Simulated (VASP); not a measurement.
# SnO2 in VASP 6.6.1, relaxation

INCAR

```
LWAVE = .FALSE.
NELM = 120
IVDW = 10
ISIF = 3
EDIFFG = -5E-3
SIGMA = 0.1
LASPH = .TRUE.
NSW = 40
PREC = Accurate
LREAL = .FALSE.
LCHARG = .FALSE.
NBANDS = 14
ISMEAR = -1
ENCUT = 600
IBRION = 2
GGA = PE
EDIFF = 1E-7
```

KPOINTS

```
KPOINTS created by Atomic Simulation Environment
0
Gamma
8 8 8
0 0 0
```

POSCAR

```
Sn O
 1.0000000000000000
     0.0000000000000000    2.4510416331000000    2.4510416331000000
     2.4510416331000000    0.0000000000000000    2.4510416331000000
     2.4510416331000000    2.4510416331000000    0.0000000000000000
 Sn  O
   1   2
Cartesian
  0.0000000000000000  0.0000000000000000  0.0000000000000000
  1.2255208165500000  1.2255208165500000  1.2255208165500000
  3.6765624496500000  3.6765624496500000  3.6765624496500000
```

The recommended PBE PAW datasets give the neutral cell 26 valence electrons.

Command

```
mpirun -np 1 vasp_std
```

OSZICAR

```
N       E                     dE             d eps       ncg     rms          rms(c)
DAV:   1     0.290532554346E+03    0.29053E+03   -0.15624E+04   820   0.330E+03
DAV:   2     0.624078747442E+01   -0.28429E+03   -0.27916E+03   974   0.630E+02
DAV:   3    -0.199523348315E+02   -0.26193E+02   -0.25027E+02   994   0.171E+02
DAV:   4    -0.208167603516E+02   -0.86443E+00   -0.86428E+00   946   0.314E+01
DAV:   5    -0.208300419322E+02   -0.13282E-01   -0.13281E-01  1034   0.418E+00    0.117E+01
DAV:   6    -0.173925484397E+02    0.34375E+01   -0.15875E+01  1208   0.814E+01    0.384E+00
DAV:   7    -0.174349842359E+02   -0.42436E-01   -0.98955E-01   914   0.982E+00    0.219E+00
DAV:   8    -0.174248666759E+02    0.10118E-01   -0.10941E-01  1060   0.595E+00    0.454E-01
DAV:   9    -0.174198371450E+02    0.50295E-02   -0.39994E-02  1188   0.435E+00    0.116E-01
DAV:  10    -0.174201134652E+02   -0.27632E-03   -0.19112E-03   998   0.551E-01    0.270E-02
...
  16 F= -.18815704E+02 E0= -.18814523E+02  d E =-.530503E-04
       N       E                     dE             d eps       ncg     rms          rms(c)
DAV:   1    -0.179119749196E+02   -0.41789E-03   -0.35863E-03  1034   0.137E+00    0.777E-02
DAV:   2    -0.179118628299E+02    0.11209E-03   -0.32036E-04   986   0.305E-01    0.276E-02
DAV:   3    -0.179118414929E+02    0.21337E-04   -0.41817E-05  1010   0.219E-01    0.836E-03
DAV:   4    -0.179118382923E+02    0.32006E-05   -0.75551E-06  1172   0.841E-02    0.143E-03
DAV:   5    -0.179118374322E+02    0.86007E-06   -0.11753E-06   836   0.150E-02    0.658E-04
DAV:   6    -0.179118372711E+02    0.16112E-06   -0.44619E-08   406   0.429E-03    0.265E-04
DAV:   7    -0.179118372281E+02    0.42978E-07   -0.33716E-08   406   0.226E-03
  17 F= -.18815726E+02 E0= -.18814544E+02  d E =-.754124E-04
```

From OUTCAR

```
k-points           NKPTS =     29   k-points in BZ     NKDIM =     29   number of bands    NBANDS=     14

   NELECT =      26.0000    total number of electrons

   dimension x,y,z NGX =    28 NGY =   28 NGZ =   28
   dimension x,y,z NGXF=    56 NGYF=   56 NGZF=   56

  energy-cutoff  :      600.00
  volume of cell :       33.86
      direct lattice vectors                 reciprocal lattice vectors
     0.000000000  2.567820040  2.567820040    -0.194717695  0.194717695  0.194717695
     2.567820040  0.000000000  2.567820040     0.194717695 -0.194717695  0.194717695
     2.567820040  2.567820040 -0.000000000     0.194717695  0.194717695 -0.194717695

 k-points in reciprocal lattice and weights: KPOINTS created by Atomic Simulation Env
   0.00000000  0.00000000  0.00000000       0.002
   0.12500000  0.00000000  0.00000000       0.016
   0.25000000  0.00000000  0.00000000       0.016
   0.37500000  0.00000000  0.00000000       0.016
   0.50000000  0.00000000  0.00000000       0.008
   0.12500000  0.12500000  0.00000000       0.012
   0.25000000  0.12500000  0.00000000       0.047
   0.37500000  0.12500000  0.00000000       0.047
   ...

 E-fermi :   7.8050

 k-point     1 :       0.0000    0.0000    0.0000
  band No.  band energies     occupation
      1     -13.1092      2.00000
      2     -13.1092      2.00000
      3     -13.1092      2.00000
      4     -12.9805      2.00000
      5     -12.9805      2.00000
      6     -11.9114      2.00000
      7      -8.2586      2.00000
      8       4.6427      2.00000
      9       4.6427      2.00000
     10       4.6427      2.00000
     11       6.1315      2.00000
     12       6.1315      2.00000
     13       6.1315      2.00000
     14       7.3385      1.98133

 k-point     2 :       0.1250    0.0000    0.0000
  band No.  band energies     occupation
      1     -13.1641      2.00000
      2     -13.0986      2.00000
      3     -13.0986      2.00000
      4     -12.9808      2.00000
      5     -12.9808      2.00000
      6     -11.7564      2.00000
      7      -8.2573      2.00000
      8       4.0784      2.00000
      9       4.5668      2.00000
     10       4.5668      2.00000
     11       5.1562      2.00000
     12       6.0267      2.00000
     13       6.0267      2.00000
     14       8.7567      0.00015

 k-point     3 :       0.2500    0.0000    0.0000
  band No.  band energies     occupation
      1     -13.3111      2.00000
      2     -13.0790      2.00000
      3     -13.0790      2.00000
      4     -12.9749      2.00000
      5     -12.9749      2.00000
      6     -11.2739      2.00000
      7      -8.3665      2.00000
      8       2.8214      2.00000
      9       4.4003      2.00000
     10       4.4003      2.00000
     11       4.4383      2.00000
     12       5.7744      2.00000
     13       5.7744      2.00000
     14      10.4489      0.00000

 k-point     4 :       0.3750    0.0000    0.0000
  band No.  band energies     occupation
      1     -13.4618      2.00000
      2     -13.0703      2.00000
      3     -13.0703      2.00000
      4     -12.9578      2.00000
      5     -12.9578      2.00000
      6     -10.5293      2.00000
      7      -8.7711      2.00000
      8       1.9265      2.00000
      9       3.9150      2.00000
     10       4.2550      2.00000
     11       4.2550      2.00000
     12       5.5225      2.00000
     13       5.5225      2.00000
     14      11.5966      0.00000

 ...

  Total       0.00932     0.00932     0.00932     0.00000     0.00000     0.00000
  in kB       0.44098     0.44098     0.44098     0.00000     0.00000     0.00000
  external pressure =        0.44 kB  Pullay stress =        0.00 kB

 POSITION                                       TOTAL-FORCE (eV/Angst)
 -----------------------------------------------------------------------------------
      2.56782      0.00000      2.56782         0.000000     -0.000000      0.000000
      1.28391      1.28391      1.28391        -0.000000     -0.000000     -0.000000
      3.85173      3.85173      3.85173         0.000000      0.000000     -0.000000
 -----------------------------------------------------------------------------------
    total drift:                                0.000000      0.000000      0.000000

  FREE ENERGIE OF THE ION-ELECTRON SYSTEM (eV)
  ---------------------------------------------------
  free  energy   TOTEN  =       -18.8157263225 eV

  energy  without entropy=      -18.8133625168  energy(sigma->0) =      -18.81454442
```

```json
{"ionic step": "1", "ΔE (meV/atom)": "0.0", "volume (Å³)": "29.45", "largest force (eV/Å)": "0.000", "pressure (GPa)": "37.34", "electronic steps": "15"}
{"ionic step": "2", "ΔE (meV/atom)": "36.0", "volume (Å³)": "40.32", "largest force (eV/Å)": "0.000", "pressure (GPa)": "-23.79", "electronic steps": "13"}
{"ionic step": "3", "ΔE (meV/atom)": "-151.9", "volume (Å³)": "34.02", "largest force (eV/Å)": "0.000", "pressure (GPa)": "-0.86", "electronic steps": "11"}
{"ionic step": "4", "ΔE (meV/atom)": "-152.0", "volume (Å³)": "33.89", "largest force (eV/Å)": "0.000", "pressure (GPa)": "-0.14", "electronic steps": "8"}
{"ionic step": "5", "ΔE (meV/atom)": "-152.0", "volume (Å³)": "33.80", "largest force (eV/Å)": "0.000", "pressure (GPa)": "0.42", "electronic steps": "8"}
{"ionic step": "6", "ΔE (meV/atom)": "-152.0", "volume (Å³)": "33.80", "largest force (eV/Å)": "0.000", "pressure (GPa)": "0.42", "electronic steps": "3"}
{"ionic step": "7", "ΔE (meV/atom)": "-152.0", "volume (Å³)": "33.81", "largest force (eV/Å)": "0.000", "pressure (GPa)": "0.38", "electronic steps": "6"}
{"ionic step": "11", "ΔE (meV/atom)": "-152.0", "volume (Å³)": "33.81", "largest force (eV/Å)": "0.000", "pressure (GPa)": "0.39", "electronic steps": "2"}
{"ionic step": "12", "ΔE (meV/atom)": "-152.0", "volume (Å³)": "33.81", "largest force (eV/Å)": "0.000", "pressure (GPa)": "0.37", "electronic steps": "3"}
{"ionic step": "13", "ΔE (meV/atom)": "-152.0", "volume (Å³)": "33.81", "largest force (eV/Å)": "0.000", "pressure (GPa)": "0.37", "electronic steps": "3"}
{"ionic step": "14", "ΔE (meV/atom)": "-152.0", "volume (Å³)": "33.81", "largest force (eV/Å)": "0.000", "pressure (GPa)": "0.34", "electronic steps": "6"}
{"ionic step": "15", "ΔE (meV/atom)": "-152.0", "volume (Å³)": "33.82", "largest force (eV/Å)": "0.000", "pressure (GPa)": "0.30", "electronic steps": "6"}
{"ionic step": "16", "ΔE (meV/atom)": "-152.0", "volume (Å³)": "33.83", "largest force (eV/Å)": "0.000", "pressure (GPa)": "0.21", "electronic steps": "6"}
{"ionic step": "17", "ΔE (meV/atom)": "-152.0", "volume (Å³)": "33.86", "largest force (eV/Å)": "0.000", "pressure (GPa)": "0.04", "electronic steps": "7"}
```

It converged. Results: relaxed cell vector lengths 3.631, 3.631, 3.631 Å; relaxed cell volume 33.86 Å³.

 The volume moved far on the plane waves of the start cell, so a restart from CONTCAR is due.

For comparison, a separate PBE relaxation on usual settings, not on those above, ends at 34.09 Å³.

The run above took about 57 s on one core of a shared host (Intel Xeon 6975P-C) and held 0.17 GiB at most.
